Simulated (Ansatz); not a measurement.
## ⁷³Ge NMR of the central transition in Ge3N4 with one atom moved

Cell: a COD entry, relaxed with PBE at fixed cell and then changed (atom 14 (N) moved by 0.05 Å).

```yaml
crystal:
  lattice:
    - [0.00000, 4.15455, 4.15455]
    - [4.15455, 0.00000, 4.15455]
    - [4.15455, 4.15455, 0.00000]
  atoms:
    - { symbol: Ge, position: [0.12500, 0.12500, 0.12500] }
    - { symbol: Ge, position: [0.62500, 0.12500, 0.12500] }
    - { symbol: Ge, position: [0.12500, 0.12500, 0.62500] }
    - { symbol: Ge, position: [0.12500, 0.62500, 0.12500] }
    - { symbol: Ge, position: [0.50000, 0.50000, 0.50000] }
    - { symbol: Ge, position: [0.75000, 0.75000, 0.75000] }
    - { symbol: N, position: [0.88320, 0.88320, 0.88320] }
    - { symbol: N, position: [0.89960, 0.36680, 0.36680] }
    - { symbol: N, position: [0.88320, 0.88320, 0.35040] }
    - { symbol: N, position: [0.36680, 0.89960, 0.36680] }
    - { symbol: N, position: [0.35040, 0.88320, 0.88320] }
    - { symbol: N, position: [0.36680, 0.36680, 0.36680] }
    - { symbol: N, position: [0.88320, 0.35040, 0.88320] }
    - { symbol: N, position: [0.36078, 0.37282, 0.90562] }
```

Atom numbers follow the list; atoms alike are taken as one site, whose name carries the number of the first.

The numbers come from a DFT calculation in Ansatz (PBE, plane waves and PAW (field gradients read without the response of the frozen cores, which leaves them typically 4 to 6 % off), scalar-relativistic, 420 eV cutoff, Γ-centred 6×6×6 k-points, Fermi–Dirac smearing 0.02 eV).

⁷³Ge has I = 9/2 and Q = -196.0 mb (Pyykkö 2018); at 7.05 T its Larmor frequency is ν₀ = 10.5 MHz. Only the quadrupole interaction is simulated: positions count from each site's isotropic chemical shift, and J coupling is left out, as are shift anisotropy and dipolar coupling, which fast spinning averages.

Task: What does the ⁷³Ge spectrum (fast magic-angle spinning) show for each site?

Result: 

| site | first shell | C_Q (MHz) | η | P_Q (MHz) | δ_QIS (ppm) | breadth (kHz) |
| --- | --- | --- | --- | --- | --- | --- |
| Ge1 | 6 N at 2.01 Å | 4.40 | 0.15 | 4.42 | -246 | 5.77 |
| Ge3 | 6 N at 2.01 Å | 4.04 | 0.01 | 4.04 | -205 | 4.64 |
| Ge4 | 6 N at 1.96–2.01 Å | 7.82 | 0.38 | 8.00 | -807 | 19.6 |
| Ge5 | 4 N at 1.92–1.95 Å | -5.88 | 0.04 | 5.88 | -436 | 9.94 |
| Ge6 | 4 N at 1.92 Å | 0.111 | 0.11 | 0.111 | -0.156 | 0.00362 |

δ_QIS = −(ν_Q²/30ν₀²)[I(I+1) − 3/4](1 + η²/3) × 10⁶ ppm with ν_Q = 3|C_Q|/[2I(2I−1)]; it falls as 1/B₀² in ppm, and the breadth as 1/B₀ in kHz.

The broadest static pattern spans 56 kHz. The table holds for spinning faster than that; slower spinning leaves sidebands.

The atoms aren't relaxed after the move (largest force 0.9 eV/Å).

The run took 60 s of wall time (60 s of CPU time) and 0.79 GiB at its peak, on 1 thread of Intel Xeon 6975P-C (Granite Rapids) (x86_64; 8 cores open to the job, memory cap 3.0 GiB, no GPU), a shared host with a load of 0.5 a core.
